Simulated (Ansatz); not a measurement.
# SiC: the cost of one run

Method: DFT PBE, scalar-relativistic, plane waves, PAW, in Ansatz 0.2.0.

1 further run of the same task is left out (set aside as unsound or not needed).

## 1. The starting structure

The structure is trigonal, space group R3m (No. 160). Conventional cell: a = 3.098 Å, b = 3.098 Å, c = 10.911 Å, α = 90.00°, β = 90.00°, γ = 120.00°. Around Si (site symmetry 3m) lie 3 C at 1.79 Å. C (site symmetry 3m) has 3 Si at 1.79 Å as nearest neighbours.

Coordinates:

```cif
data_structure
_symmetry_space_group_name_H-M 'P 1'
_symmetry_Int_Tables_number 1
_cell_length_a 4.0530
_cell_length_b 4.0530
_cell_length_c 4.0530
_cell_angle_alpha 44.944
_cell_angle_beta 44.944
_cell_angle_gamma 44.944
_cell_volume 30.24
loop_
_atom_site_label
_atom_site_type_symbol
_atom_site_fract_x
_atom_site_fract_y
_atom_site_fract_z
_atom_site_occupancy
Si1 Si 0.16535 0.16535 0.16535 1
C1 C 0.83471 0.83471 0.83471 1
```

It is the end of an earlier relaxation with the same method, from a generated guess; it is a trial structure. At a tolerance of 0.02 Å it has space group R3m (No. 160); it has 15.12 Å³/atom, an uncorrected energy of +0.29 eV/atom over the elements.

## 2. Electronic structure at the relaxed geometry

Contents of input.yaml:

```yaml
crystal:
  lattice:
    - [1.5491933272, 0.8944271845, 3.6368493038]
    - [-1.5491933272, 0.8944271845, 3.6368493038]
    - [0.0, -1.7888543689, 3.6368493038]
  atoms:
    - { symbol: Si, position: [0.1653492805, 0.1653492805, 0.1653492805] }
    - { symbol: C, position: [0.8347094611, 0.8347094611, 0.8347094611] }
basis:
  ecutwfc: 420
kpoints:
  mp_grid: { grid: [12, 12, 12] }
  band_path:
    path:
      - [[0.0, 0.0, 0.0], [-0.5, -0.5, -0.5], [-0.5, -0.20698923, -0.79301077]]
      - [[-0.20698923, 0.20698923, -0.5], [0.0, 0.0, -0.5], [0.0, 0.0, 0.0], [0.0, 0.35349461, -0.35349461]]
      - [[-0.35349461, 0.0, -0.64650539], [-0.5, 0.0, -0.5], [0.0, 0.0, 0.0]]
    npoints: 14
hamiltonian:
  xc: pbe
scf:
  occupations: { method: gaussian, width: 0.02 }
  n_extra_bands: 6
output:
  forces: true
  stress: true
  eigenvalues: true
  populations: true
  dos: { projected: true, de: 0.02, nscf_kmesh: { grid: [18, 18, 18] } }
  bader: true
  write_density: true
  write_potential: true
  elf: true
  volumetric_format: npy
```

The run is started by

```console
$ ansatz run input.yaml --threads 1 --pin off --max-ram 2560MiB --backend cpu --events-out ev --progress --plain --runs-dir out
```

What time and memory should one allow on 1 thread of Arm Neoverse V2, shared host?

About 36 s, with a peak of 0.36 GiB.
